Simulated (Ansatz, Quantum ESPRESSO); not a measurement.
This is a calculation of MoS2 for Ansatz 0.2.0. Measurements of this composition are mostly on another form, of space group No. 194.

File input.yaml:

```yaml
crystal:
  lattice:
    - [1.58, 0.9122134253, 6.15]
    - [-1.58, 0.9122134253, 6.15]
    - [0.0, -1.8244268506, 6.15]
  atoms:
    - { symbol: Mo, position: [0.0, 0.0, 0.0] }
    - { symbol: S, position: [0.417, 0.417, 0.417] }
    - { symbol: S, position: [0.25, 0.25, 0.25] }
hamiltonian:
  xc: pbesol
  pseudopotentials: { kind: paw }
kpoints:
  mp_grid: { grid: [10, 10, 10] }
scf:
  occupations: { method: fermi_dirac, width: 0.05 }
output:
  forces: true
  stress: true
  eigenvalues: true
  write_density: true
  write_potential: true
  elf: true
  volumetric_format: npy
```

Potentials or basis: Ansatz PAW.

The run is started by

```bash
$ ansatz run input.yaml --threads 1 --pin off --max-ram 3584MiB --backend cpu --events-out ev --progress --plain --runs-dir out
```

What does the same run look like in Quantum ESPRESSO 7.5? Potentials or basis there: GBRV 1.5 PBEsol, cutoff 612 eV.

As run (cutoffs and basis follow the program's own potentials, and thresholds, step limits or extra output files can differ):

Contents of pw.in:

```
&CONTROL
  calculation = 'scf'
  prefix = 'pwscf'
  outdir = './tmp'
  pseudo_dir = './pseudo'
  tprnfor = .true.
  tstress = .true.
  disk_io = 'low'
/
&SYSTEM
  ibrav = 0
  celldm(1) = 8
  nat = 3
  ntyp = 2
  ecutwfc = 45
  ecutrho = 360
  nbnd = 20
  occupations = 'smearing'
  smearing = 'fd'
  degauss = 0.00367493
/
&ELECTRONS
  conv_thr = 6d-10
  electron_maxstep = 120
  mixing_beta = 0.5
/
ATOMIC_SPECIES
Mo    95.9500 mo_pbesol_v1.uspp.F.UPF
S     32.0600 s_pbesol_v1.4.uspp.F.UPF
CELL_PARAMETERS alat
  0.3732209096136   0.2154791926280   1.4527269583061
 -0.3732209096136   0.2154791926280   1.4527269583061
  0.0000000000000  -0.4309583852559   1.4527269583061
ATOMIC_POSITIONS crystal
Mo     0.0000000000    0.0000000000    0.0000000000
S      0.4170000000    0.4170000000    0.4170000000
S      0.2500000000    0.2500000000    0.2500000000
K_POINTS automatic
10 10 10 0 0 0
```

File pp_density.in:

```
&INPUTPP
  prefix = 'pwscf'
  outdir = './tmp'
  filplot = 'density.dat'
  plot_num = 0
/
&PLOT
  nfile = 1
  filepp(1) = 'density.dat'
  iflag = 3
  output_format = 6
  fileout = 'density.cube'
/
```

pp_potential.in

```
&INPUTPP
  prefix = 'pwscf'
  outdir = './tmp'
  filplot = 'potential.dat'
  plot_num = 11
/
&PLOT
  nfile = 1
  filepp(1) = 'potential.dat'
  iflag = 3
  output_format = 6
  fileout = 'potential.cube'
/
```

Potentials or basis: GBRV 1.5 PBEsol.

Launch:

```console
$ OMP_NUM_THREADS=1 mpirun -n 2 pw.x -nk 2 -in pw.in > pw.out
$ OMP_NUM_THREADS=1 mpirun -n 1 pp.x -in pp_density.in > pp_density.out
$ OMP_NUM_THREADS=1 mpirun -n 1 pp.x -in pp_potential.in > pp_potential.out
```

Both were run:

|  | Ansatz | Quantum ESPRESSO |
| --- | --- | --- |
| Pressure | 0.3 GPa | 0.0 GPa |
| Largest force | 0.259 eV/Å | 0.242 eV/Å |

Ansatz's pressure holds a Pulay term of +0.01 GPa for its cutoff of 420 eV, which the other run lacks.

Ansatz's potentials were made for PBE.

Where Ansatz's input types no cutoff or centring, it takes its own default and a Γ-centred mesh.

Pressure is positive in compression.
